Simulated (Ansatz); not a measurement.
Nb: electron density at the nuclei under pressure

```
Nb
1.0
     0.00000    2.11500    2.11500
     2.11500    0.00000    2.11500
     2.11500    2.11500    0.00000
Nb
1
Cartesian
  0.0000 0.0000 0.0000
```

The cell is COD entry 1534903, as deposited and not checked against the literature; nothing was relaxed.

These are results of DFT, PBE, all-electron PAW with datasets made for the crystal, scalar-relativistic (Ansatz 0.2.0), not measurements.

The runs use a Γ-centred 13×13×13 k mesh, Fermi–Dirac smearing of 0.08 eV, cutoff 240 eV (chosen by the program for this cell), no spin polarisation.

The contact density is the mean electron density over the nuclear volume; its changes follow the s electrons' response to bonding and compression. Changes below are taken from the unscaled cell, where it is 540988 e/Å³ at Nb.

Volumes at which the program chose other datasets or cutoffs are left out.

```json
{"V/V(cell)": "0.9600", "P (GPa)": "6.0", "Δρ(0) Nb (e/Å³)": "1.66"}
{"V/V(cell)": "0.9800", "P (GPa)": "2.3", "Δρ(0) Nb (e/Å³)": "0.83"}
{"V/V(cell)": "0.9900", "P (GPa)": "0.5", "Δρ(0) Nb (e/Å³)": "?"}
{"V/V(cell)": "1.0000", "P (GPa)": "-1.1", "Δρ(0) Nb (e/Å³)": "0.00"}
{"V/V(cell)": "1.0100", "P (GPa)": "-2.7", "Δρ(0) Nb (e/Å³)": "-0.41"}
{"V/V(cell)": "1.0200", "P (GPa)": "-4.2", "Δρ(0) Nb (e/Å³)": "?"}
{"V/V(cell)": "1.0400", "P (GPa)": "-7.0", "Δρ(0) Nb (e/Å³)": "?"}
{"V/V(cell)": "1.0500", "P (GPa)": "-8.3", "Δρ(0) Nb (e/Å³)": "-2.02"}
{"V/V(cell)": "1.0600", "P (GPa)": "-9.5", "Δρ(0) Nb (e/Å³)": "-2.40"}
```

Q: Give the missing entry: row "1.0200", column "Δρ(0) Nb (e/Å³)".

A: -0.81.

Q: Give the missing entry: row "0.9900", column "Δρ(0) Nb (e/Å³)".

A: 0.41.

Q: What belongs in the row "1.0400", column "Δρ(0) Nb (e/Å³)"?

A: -1.62.

The datasets are made afresh for each cell, so very small changes are uncertain.
